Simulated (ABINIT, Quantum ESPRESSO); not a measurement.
## LiCl: electronic dielectric constant by level of theory

Symmetry: Fm-3m, No. 225, cubic system. Conventional cell: a = 5.130 Å, b = 5.130 Å, c = 5.130 Å, α = 90.00°, β = 90.00°, γ = 90.00°. Cl (site symmetry m-3m) has 6 Li at 2.56 Å as nearest neighbours. Li (site symmetry m-3m) is surrounded by 6 Cl at 2.56 Å.

| rung | level | program and potentials | cutoff (eV) | k mesh | smearing | task | core time | chip | electronic dielectric constant | notes |
| --- | --- | --- | --- | --- | --- | --- | --- | --- | --- | --- |
| GGA | WC | Quantum ESPRESSO, PseudoDojo 0.4.1 SR PBE standard | 1007 | 4 × 4 × 4, shifted | fixed | phonons | 47 s | Intel Xeon 6975P-C Granite Rapids | 3.06 | potentials made for PBE; cell relaxed first (16.33 Å³/atom) |
| GGA | RPBE | Quantum ESPRESSO, PseudoDojo 0.4.1 SR PBE standard | 1007 | 4 × 4 × 4, shifted | fixed | phonons | 49 s | Intel Xeon 6975P-C Granite Rapids | 2.82 | potentials made for PBE; cell relaxed first (18.12 Å³/atom) |
| GGA | PBEsol | Quantum ESPRESSO, PseudoDojo 0.4.1 SR PBEsol standard | 1007 | 6 × 6 × 6, shifted | fixed | dielectric tensor | 78 s | Intel Xeon Platinum 8375C Ice Lake | 3.02 | - |
| GGA | AM05 | Quantum ESPRESSO, PseudoDojo 0.4.1 SR PBE standard | 1007 | 6 × 6 × 6, shifted | fixed | dielectric tensor | 89 s | Intel Xeon Platinum 8375C Ice Lake | 2.98 | potentials made for PBE |
| GGA | WC | Quantum ESPRESSO, PseudoDojo 0.4.1 SR PBE standard | 1007 | 6 × 6 × 6, shifted | fixed | dielectric tensor | 93 s | Intel Xeon Platinum 8375C Ice Lake | 3.02 | potentials made for PBE |
| GGA | BLYP | Quantum ESPRESSO, PseudoDojo 0.4.1 SR PBE standard | 1007 | 6 × 6 × 6, shifted | fixed | dielectric tensor | 97 s | Intel Xeon Platinum 8375C Ice Lake | 2.92 | potentials made for PBE |
| LDA | LDA | Quantum ESPRESSO, JTH 2.0 LDA | 707 | 6 × 6 × 6, shifted | fixed | phonons | 1.9 min | Arm Neoverse V1 | 3.18 | cell relaxed first (15.34 Å³/atom) |
| GGA | PBE | ABINIT, PseudoDojo NC SR PBE v0.4.1 standard | 1007 | 4 × 4 × 4, 4 shifts | fixed | dielectric tensor | 2 min | Arm Neoverse V2 | 2.96 | - |
| GGA | PBE | Quantum ESPRESSO, GBRV 1.5 PBE | 612 | 6 × 6 × 6, shifted | fixed | phonons | 2.1 min | Arm Neoverse V1 | 2.96 | - |
| GGA | PBE | Quantum ESPRESSO, JTH 2.0 PBE | 707 | 6 × 6 × 6, shifted | fixed | phonons | 2.4 min | Arm Neoverse V1 | 2.95 | cell relaxed first (17.09 Å³/atom) |
| GGA | PBE | Quantum ESPRESSO, SPMS 1.0 PBE | 912 | 6 × 6 × 6, shifted | fixed | phonons | 2.5 min | Arm Neoverse V1 | 2.96 | - |
| LDA | LDA | Quantum ESPRESSO, PseudoDojo 0.4.1 SR LDA standard | 1007 | 4 × 4 × 4, shifted | fixed | phonon dispersion | 4.6 min | Arm Neoverse V1 | 3.19 | cell relaxed first (15.29 Å³/atom) |

Times are single runs on shared hosts and different chips, so they are rough; meshes, cutoffs and the tasks' sizes weigh on the time. All rows: no spin polarisation. Smearing widths are in eV. The cell comes from a database and isn't always the measured one. Meshes differ between rows, which moves values too. All levels ran on this one cell, unrelaxed unless noted. Meshes are those of the run's cell of 2 atoms unless a note names another. Misses use the values as printed. Runs on faulty files, with rough fits or with known faults for this quantity aren't shown. No row holds spin-orbit coupling.

Measured: 2.75 (a printed reference work).

Question: Which of the timed runs is the cheapest that comes within 8 % of the measured electronic dielectric constant?

Answer: RPBE (Quantum ESPRESSO, PseudoDojo 0.4.1 SR PBE standard): 2.82  in 49 s. One crystal doesn't make the level reliable, since errors can cancel. The runs are for a static lattice, while measurements hold temperature and zero-point motion.
